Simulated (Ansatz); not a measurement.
# Ge under changes of volume

One of the cells (19.607 Å³/atom); the others are scaled copies at fixed shape and fractional positions:

```
CELL_PARAMETERS angstrom
1.39715 -2.60052 0.00000
1.39715 2.60052 0.00000
0.00000 0.00000 2.69823
ATOMIC_POSITIONS crystal
Ge 0.50000 0.50000 0.00000
```

This isn't the form of Ge at room conditions, which is diamond.

| Property | Result |
| --- | --- |
| Program | Ansatz 0.2.0 |
| Functional | PBEsol |
| Potentials or basis | all-electron LAPW, scalar-relativistic |
| Cutoff | 268 eV (chosen from the basis error) |
| Basis error allowed | 0.0005 eV/atom |
| k mesh | 11 × 11 × 10 |
| Occupations | fermi-dirac, width 0.05 eV |
| Spin | no spin polarisation |

```csv
volume (Å³/atom),energy over the lowest point (meV/atom),pressure (GPa)
18.431,0.00,0.1
18.823,1.70,-1.4
19.215,6.99,-2.8
19.607,15.47,-4.0
19.999,26.77,-5.1
20.391,40.59,-6.1
20.783,?,?
```

**Question.** What does the run at 20.783 Å³/atom give?

**Answer.** Energy over the lowest point 56.63 meV/atom; pressure -6.9 GPa.

Worked out: A Birch-Murnaghan fit of order 3 (a polynomial in V^(-2/3)) to the other rows has its minimum at 18.45 Å³/atom with B0 = V·E''(V) = 77 GPa and B' = 4.6 at fixed shape and positions, which overstates the stiffness. It gives 56.63 meV/atom at 20.783 Å³/atom, against the run's 56.63, and -dE/dV = -7.0 GPa, against -6.9.

Energies are extrapolated to zero smearing.
